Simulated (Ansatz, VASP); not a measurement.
# One calculation of MgI2, two programs

INCAR

```
SYSTEM = MgI2
ALGO = Normal
EDIFF = 1E-7
ENCUT = 520
GGA = PE
ISIF = 2
ISMEAR = 0
LASPH = .TRUE.
LCHARG = .FALSE.
LREAL = .FALSE.
LWAVE = .FALSE.
NBANDS = 15
NELM = 100
PREC = Accurate
SIGMA = 0.05
```

The input KPOINTS:

```
k-points
0
G
  6 6 4
  0 0 0
```

POSCAR

```
MgI2
1.0
    4.1618263529      0.0000000000      0.0000000000
   -2.0809131765      3.6042473478      0.0000000000
    0.0000000000      0.0000000000      7.7274703875
Mg I
1 2
Direct
    0.0000000000      0.0000000000      0.0000000000
    0.3333333333      0.6666666667      0.7973879295
    0.6666666667      0.3333333333      0.2026120705
```

Input for Ansatz:

```yaml
crystal:
  lattice:
    - [4.1618263529, 0.0, 0.0]
    - [-2.0809131765, 3.6042473478, 0.0]
    - [0.0, 0.0, 7.7274703875]
  atoms:
    - { symbol: Mg, position: [0.0, 0.0, 0.0] }
    - { symbol: I, position: [0.3333333333, 0.6666666667, 0.7973879295] }
    - { symbol: I, position: [0.6666666667, 0.3333333333, 0.2026120705] }
basis:
  ecutwfc: 520.0
kpoints:
  mp_grid: { grid: [6, 6, 4] }
hamiltonian:
  xc: pbe
scf:
  occupations: { method: gaussian, width: 0.05 }
output:
  forces: true
  stress: true
  eigenvalues: true
```

Alike in both runs: task single point; functional PBE; k mesh 6 × 6 × 4; occupations gaussian, width 0.05 eV; no spin polarisation.

```csv
,VASP,Ansatz
version,VASP 6.6.1,Ansatz 0.2.0
potentials or method,"VASP PAW PBE potentials, release 64 (Mg, I)","scalar-relativistic, plane waves, PAW"
plane-wave cutoff (eV),520,520
valence electrons in the cell,16,44
```

```csv
,VASP,Ansatz,Ansatz less VASP
gap on the k mesh at the Fermi level (eV),3.79,3.80,+0.016
least direct gap on the mesh (eV),4.05,4.07,+0.013
pressure (GPa),2.2,2.3,+0.05
largest component of the traceless stress (GPa),0.59,0.58,-0.009
rms of the force components (eV/Å),0.307,0.312,+0.0044
```

Atom by atom the forces differ by 0.004 eV/Å (rms over components). The functional is the same, so the differences come from potentials, cutoffs and numerics. The two sets of potentials don't hold the same shells in valence.

Caveats: spin-orbit coupling is left out, which moves the levels of the heavy elements; this functional lacks dispersion, which binds the layers, so the pressure and a relaxed spacing across them are unreliable. A k mesh can miss the band edges.
